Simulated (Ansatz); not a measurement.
Predict the output of the script below (the Python package of Ansatz (0.2.0)).

The script, `run_walk.py`:
```python
'''A displacement scan in MnS with warm starts.'''

import ansatz as az
import numpy as np

FUNCTIONAL = 'pbesol'
DISPERSION = 'd3bj'
MAX_ITERATIONS = 80
K_LENGTH = 17


def main() -> None:
    vectors = np.array([
        [0.0, 2.8, 2.8],
        [2.8, 0.0, 2.8],
        [2.8, 2.8, 0.0],
    ])
    crystal = (
        az.Lattice.of(vectors)
        .atom('Mn', [0.0, 0.0, 0.0])
        .atom('S', [0.25, 0.25, 0.25])
        .moments(Mn=5.2)
    )

    start = np.array(crystal.resolved().sites[0].position)
    previous, rows = None, []
    for step in range(5):
        target = start + step * 0.01 * np.eye(3)[2]
        calculation = (
            crystal.move(0, to=target).calculation()
            .basis(16 * az.Ha)
            .accuracy('medium')  # preset for grids and thresholds
            .spin('collinear')
            .mixing('anderson')
            .functional(FUNCTIONAL, dispersion=DISPERSION)
            .scf(max_iterations=MAX_ITERATIONS)
            .kpoints(length=K_LENGTH)  # the mesh must be finer for metals
            .occupations(az.OccupationsMethod.FERMI_DIRAC, width=10 * az.meV)
            .forces()  # minus the gradient of the free energy
        )
        session = calculation.session()
        if previous is not None:
            session.seed_next_step(previous)
        previous = session.plan(retain='wavefunctions').execute()
        data = previous.report
        shift = float(np.linalg.norm((target - start) @ np.array(data['lattice']['cell_ang'])))
        rows.append((step, shift, data['lagrangian_ev'], float(np.linalg.norm(data['forces_ev_ang'][0])), data['n_iterations'], data['n_symmetry_ops']))
    rows = [(row[0], row[1], 1000 * (row[2] - rows[0][2]), *row[3:]) for row in rows]
    lines = [','.join(['step', 'moved A', 'dE meV', 'force on it eV/A', 'iterations', 'symmetry operations'])] + [','.join(f'{v:.4f}' if isinstance(v, float) else str(v) for v in row) for row in rows]
    print('\n'.join(lines))
    with open('walk.csv', 'w') as handle:
        handle.write('\n'.join(lines) + '\n')


if __name__ == '__main__':
    main()
```

```console
$ python run_walk.py
DeckWarning: where an SCF of this run starts from atoms to list the orders of its open shells, Mn (site 0, from 0) starts with 5.00 μB on its 3d shell, in the place of the 5.20 μB that the deck gives [...]
step,moved A,dE meV,force on it eV/A,iterations,symmetry operations
0,0.0000,0.0000,0.0000,19,24
1,0.0396,3.8620,0.1957,7,2
2,0.0792,15.0902,0.3790,10,2
3,0.1188,33.7628,0.5967,7,2
4,0.1584,60.8080,0.8341,8,2
```
(Warnings from the package without file and line, shortened.)

What to keep in mind:
- The settings weren't tested for convergence.
- Other magnetic orders than the one started from may lie lower.
- Dispersion corrections can be off by several per cent in the lattices of metals, and by several GPa in the pressure at a fixed cell.
- For a metal this k-point mesh is coarse: on a finer one energies can move by several to tens of meV an atom and pressures by half a GPa or more, differences at one mesh by less.
- With one magnetic atom the cell can hold only ferromagnetic order.
- Without a Hubbard U or exact exchange, semilocal functionals often make such 3d compounds metallic or too weakly gapped.
- The structure is a deposited one; some such entries were measured under pressure or heat, so a shift against it needn't be the functional's error alone.
- The first step keeps the crystal's symmetry; the moved atom lowers it.
- Finished in 29 s on 1 thread of Arm Neoverse V2, on a shared host, peak memory 0.43 GiB.

(Lines on the test bed's own set-up are left out of the output.)
